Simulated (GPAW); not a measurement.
Si:

```xyz
2
Lattice="4.1209 0.0000 0.0000 -2.0605 3.5688 0.0000 0.0000 0.0000 2.6548" Properties=species:S:1:pos:R:3 pbc="T T T"
Si    0.0000    2.3792    1.3274
Si    2.0605    1.1896    1.3274
```

The cell was built by a generator and needn't be a form met in nature.

| Item | Value |
| --- | --- |
| Program | GPAW 26.7.0 |
| Task | relaxation of cell and atoms |
| Functional | PBE |
| Dispersion | D4 |
| Potentials or basis | GPAW PAW data sets (gpaw-data 1.2.1) |
| Cutoff | 600 eV |
| Basis | pw |
| k mesh | 8 × 8 × 10 |
| Occupations | fermi-dirac, width 0.05 eV |
| Spin | no spin polarisation |

At the start: pressure -2.4 GPa; volume 19.52 Å³/atom.

Q: How do energy, volume and symmetry change on relaxing?

A: Over 11 steps the energy falls by 4.5 meV/atom and the volume is 18.93 Å³/atom (-3.1 %); space group P6/mmm (No. 191, to 0.05 Å).

Step by step:
| step | energy change (eV) | largest force (eV/Å) | pressure (GPa) | volume (Å³) |
| --- | --- | --- | --- | --- |
| 1 | 0.0000 | 0.0000 | -2.45 | 39.04 |
| 2 | -0.0025 | 0.0000 | -2.09 | 38.87 |
| 3 | -0.0061 | 0.0000 | -1.42 | 38.55 |
| 4 | -0.0087 | 0.0000 | -0.51 | 38.13 |
| 5 | -0.0087 | 0.0000 | 0.53 | 37.69 |
| 6 | -0.0087 | 0.0000 | 0.51 | 37.70 |
| 7 | -0.0088 | 0.0000 | 0.47 | 37.72 |
| 8 | -0.0089 | 0.0000 | 0.41 | 37.74 |
| 9 | -0.0089 | 0.0000 | 0.33 | 37.77 |
| 10 | -0.0090 | 0.0000 | 0.24 | 37.81 |
| 11 | -0.0090 | 0.0000 | 0.14 | 37.85 |

Final structure:
```xyz
2
Lattice="4.0835 0.0000 0.0000 -2.0418 3.5365 0.0000 0.0000 0.0000 2.6211" Properties=species:S:1:pos:R:3 pbc="T T T"
Si    0.0000    2.3576    1.3106
Si    2.0418    1.1788    1.3106
```

Caveat: later steps reuse the first step's grids; pairwise dispersion overbinds metals, which lowers pressure and volume.
